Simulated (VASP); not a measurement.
Here is a VASP 6.6.1 calculation.

The input INCAR:

```
SYSTEM = CdIn2S4
PREC = Accurate ; ENCUT = 300
EDIFF = 1E-7 ; ISMEAR = 0
SIGMA = 0.03 ; LREAL = .False.
LASPH = .True. ; NELM = 80
ALGO = Normal ; ISIF = 2
LWAVE = .False. ; LCHARG = .False.
GGA = PE ; IBRION = 2
NSW = 40 ; EDIFFG = -0.01
```

KPOINTS

```
Automatic mesh
0
Gamma
  3 3 3
  0 0 0
```

Contents of POSCAR:

```
CdIn2S4                                 
1.0
    0.0000000000      5.5180619071      5.5180619071
    5.5180619071      0.0000000000      5.5180619071
    5.5180619071      5.5180619071      0.0000000000
  Cd              In              S             
     2     4     8
Direct
     0.0000000000000000    0.0000000000000000    1.0000000000000000
     0.2500000000000000    0.2500000000000000    0.2500000000000000
     0.6250000000000000    0.6250000000000000    0.6250000000000000
     0.1250000000000000    0.6250000000000000    0.6250000000000000
     0.6250000000000000    0.6250000000000000    0.1250000000000000
     0.6250000000000000    0.1250000000000000    0.6250000000000000
     0.3845047800234441    0.3845047800234441    0.3845047800234441
     0.4035143400703180    0.8654952199765559    0.8654952199765559
     0.3845047800234441    0.3845047800234441    0.8464856599296821
     0.8654952199765559    0.4035143400703180    0.8654952199765559
     0.8464856599296821    0.3845047800234441    0.3845047800234441
     0.8654952199765559    0.8654952199765559    0.8654952199765559
     0.3845047800234441    0.8464856599296821    0.3845047800234441
     0.8654952199765559    0.8654952199765559    0.4035143400703180
```

Potentials or basis: VASP PAW PBE potentials, release 64 (Cd, In, S).

Run with:

```bash
$ cat potpaw_PBE.64/Cd/POTCAR potpaw_PBE.64/In/POTCAR potpaw_PBE.64/S/POTCAR > POTCAR
$ mpirun -np 4 vasp_std > vasp.out
```

Q: What does it give for the band gap on the k mesh?

A: 1.03 eV, indirect (least direct gap 1.13 eV).

Final structure:
```xyz
14
Lattice="0.0000 5.5181 5.5181 5.5181 0.0000 5.5181 5.5181 5.5181 0.0000" Properties=species:S:1:pos:R:3 pbc="T T T"
Cd    0.0000    0.0000    0.0000
Cd    2.7590    2.7590    2.7590
In    6.8976    6.8976    6.8976
In    6.8976    4.1385    4.1385
In    4.1385    4.1385    6.8976
In    4.1385    6.8976    4.1385
S     4.2434    4.2434    4.2434
S     9.5517    7.0025    7.0025
S     6.7927    6.7927    4.2434
S     7.0025    9.5517    7.0025
S     4.2434    6.7927    6.7927
S     9.5517    9.5517    9.5517
S     6.7927    4.2434    6.7927
S     7.0025    7.0025    9.5517
```

Caveat: the relaxation stopped at its first step, so nothing moved; spin-orbit coupling is left out, which moves the levels of the heavy elements; an odd mesh through Γ misses points on the zone boundary, where band edges often lie. A hybrid or GW would open this gap; PBE tends to underestimate it.
